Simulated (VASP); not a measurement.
Set up this calculation in VASP 6.6.1, as the native input.

| Item | Value |
| --- | --- |
| Task | work function |
| Functional | PBE |
| Potentials or basis | VASP PAW PBE potentials, release 64 (Rh_pv) |
| Cutoff | 520 eV |
| k mesh | 14 × 14 × 1 |
| Occupations | methfessel-paxton, width 0.1 eV |
| Spin | no spin polarisation |
| Dipole correction | yes |
| Further INCAR settings | ALGO = Normal; EDIFF = 1e-07 |

The structure of Rh lies in POSCAR:

```
Rh                                      
1.0
    2.7193470000      0.0000000000      0.0000000000
   -1.3596735000      2.3550235400      0.0000000000
    0.0000000000      0.0000000000     27.3762814600
  Rh            
     4
Direct
     0.0000000000000000    0.0000000000000000    0.3812984684288544
     0.6666669999999968    0.3333330000000032    0.4603376277628378
     0.3333340000000007    0.6666659999999993    0.5396623722371622
     0.0000000000000000    0.0000000000000000    0.6187015315711456
```

The cell was built by a generator and needn't be a form met in nature.

These files were run (other wordings do the same):

INCAR

```
SYSTEM = Rh
PREC = Accurate
ENCUT = 520
EDIFF = 1E-7
ISMEAR = 1
SIGMA = 0.1
LREAL = .FALSE.
LASPH = .TRUE.
NELM = 100
ALGO = Normal
ISIF = 2
LWAVE = .FALSE.
LCHARG = .TRUE.
LDIPOL = .TRUE.
IDIPOL = 3
DIPOL = 0.5 0.5 0.500
GGA = PE
LELF = .TRUE.
LVHAR = .TRUE.
LVACPOTAV = .TRUE.
```

KPOINTS

```
regular mesh
0
G
  14 14 1
  0 0 0
```

Potentials or basis: VASP PAW PBE potentials, release 64 (Rh_pv).

The run is started by

```bash
$ cat potpaw_PBE.64/Rh_pv/POTCAR > POTCAR
$ mpirun -np 1 vasp_std > vasp.out
```

It gave:

```
Largest force                   : 0.013 eV/Å
Band gap on the k mesh          : none (metal or under the smearing width)
Work function of the upper face : 5.15 eV
Work function of the lower face : 5.15 eV
```

Run time: 2.3 min on 1 thread of Intel(R) Xeon(R) 6975P-C (Granite Rapids) (shared host), peak memory 0.32 GiB.
